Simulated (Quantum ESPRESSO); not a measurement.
## NaCl: zone-centre phonons and dielectric response under several settings

```xyz
2
Lattice="0.0000 2.7941 2.7941 2.7941 0.0000 2.7941 2.7941 2.7941 0.0000" Properties=species:S:1:pos:R:3 pbc="T T T"
Cl    2.7941    2.7941    2.7941
Na    0.0000    0.0000    0.0000
```

The cell is a database's computed one.

All runs used Quantum ESPRESSO 7.5; k mesh 4 × 4 × 4, shifted; relaxed cell; no spin polarisation; cutoff 1197 eV; occupations smeared at first, fixed for the response.

```tsv
level	potentials	volume (Å³/atom)	lowest optical mode without the field (cm⁻¹)	highest mode with the field (cm⁻¹)	ε∞ (mean)	ε0 (mean)	Born charge of atom 1 (e)
LDA	PseudoDojo 0.4.1 SR LDA standard	?	?	?	?	?	?
PBEsol	PseudoDojo 0.4.1 SR PBEsol standard	22.00	171	258	2.57	5.9	-1.09
```

What stands in the row left open?

Volume 20.41 Å³/atom; lowest optical mode without the field 189 cm⁻¹; highest mode with the field 270 cm⁻¹; ε∞ 2.68; ε0 5.5; Born charge of atom 1 -1.07 e.

Caveats: before the sum rule the acoustic modes lie tens of cm⁻¹ from zero, a sign that the density grid also shifts the optical modes (some runs).
